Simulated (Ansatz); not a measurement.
AgI in the wurtzite structure, relaxed with r2SCAN in the plane-wave code Ansatz. The symmetry is P6_3mc (No. 186, hexagonal); conventional cell a = 4.651 Å, c = 7.599 Å, 35.59 Å³ an atom. Ag has 4 I at 2.85 Å; I has 4 Ag at 2.85 Å.

The axes x, y and z are those of this cell:
```yaml
crystal:
  lattice:
    - [4.65087, 0.00000, 0.00000]
    - [-2.32544, 4.02777, 0.00000]
    - [0.00000, 0.00000, 7.59930]
  atoms:
    - { symbol: Ag, position: [0.33333, 0.66667, 0.00000] }
    - { symbol: Ag, position: [0.66667, 0.33333, 0.50000] }
    - { symbol: I, position: [0.33333, 0.66667, 0.37500] }
    - { symbol: I, position: [0.66667, 0.33333, 0.87500] }
```

Unstrained: PBE gives a direct gap of 1.367 eV at Γ. The r2SCAN gap is direct at Γ: 1.861 eV. HSE06 gives a direct gap of 2.531 eV at Γ. Meshes: PBE 6×6×4, r2SCAN 6×6×4, HSE06 6×6×2. Strains are changes of length per length. After each strain the atoms were relaxed again with r2SCAN within the symmetry that the strain leaves, so tilts or polar shifts that break it weren't tested; points keep the names that they have in the unstrained zone. Spin-unpolarised throughout; all numbers are computed.

(1) For epitaxial -2.0 % in the xy plane, how far does the free direction move, and what happens to the gap?

(2) Estimate what isotropic -5.0 % on every length does to the gap.

(3) Estimate what uniaxial -1.0 % along z, other directions held does to the gap.

(4) Apply epitaxial +1.5 % in the xy plane, free normal strain -1.79 %. How far does the gap move, against the unstrained cell?

(5) Order the strained cells by their HSE06 gap, smallest first.
A. isotropic -5.0 % on every length
B. epitaxial +1.5 % in the xy plane
C. epitaxial -2.0 % in the xy plane
D. uniaxial -1.0 % along z, other directions held

Answers

(1) The normal strain at zero normal stress is +2.40 %, 1.20 of the in-plane strain with the sign turned. PBE: the gap goes from 1.367 to 1.330 eV (-0.037 eV); with r2SCAN the top three valence levels at Γ, grouped 2+1 from the top over 62 meV, become 2+1 over 100 meV. r2SCAN: the gap goes from 1.861 to 1.821 eV (-0.040 eV). HSE06: the gap goes from 2.531 to 2.486 eV (-0.045 eV).

(2) PBE: the gap goes from 1.367 to 1.387 eV (+0.020 eV); with r2SCAN the top three valence levels at Γ, grouped 2+1 from the top over 62 meV, become 2+1 over 90 meV. r2SCAN: the gap goes from 1.861 to 1.885 eV (+0.024 eV). HSE06: the gap goes from 2.531 to 2.518 eV (-0.013 eV). The r2SCAN energy rises by 90.0 meV an atom.

(3) PBE: the gap goes from 1.367 to 1.373 eV (+0.006 eV). r2SCAN: the gap goes from 1.861 to 1.868 eV (+0.007 eV). HSE06: the gap goes from 2.531 to 2.537 eV (+0.006 eV). The r2SCAN energy rises by 0.4 meV an atom.

(4) PBE: the gap goes from 1.367 to 1.383 eV (+0.016 eV). r2SCAN: the gap goes from 1.861 to 1.881 eV (+0.020 eV). HSE06: the gap goes from 2.531 to 2.553 eV (+0.022 eV). The r2SCAN energy rises by 1.7 meV an atom.

(5) C (2.49 eV), A (2.52 eV), D (2.54 eV), B (2.55 eV).

Spin-orbit coupling is left out, which matters wherever the heavy atoms make up the band edges.

The meshes of the hybrids are coarse, so their gaps aren't converged to the digits shown.

The splittings at Γ are without spin-orbit coupling, which regroups them where it is of like size or larger.
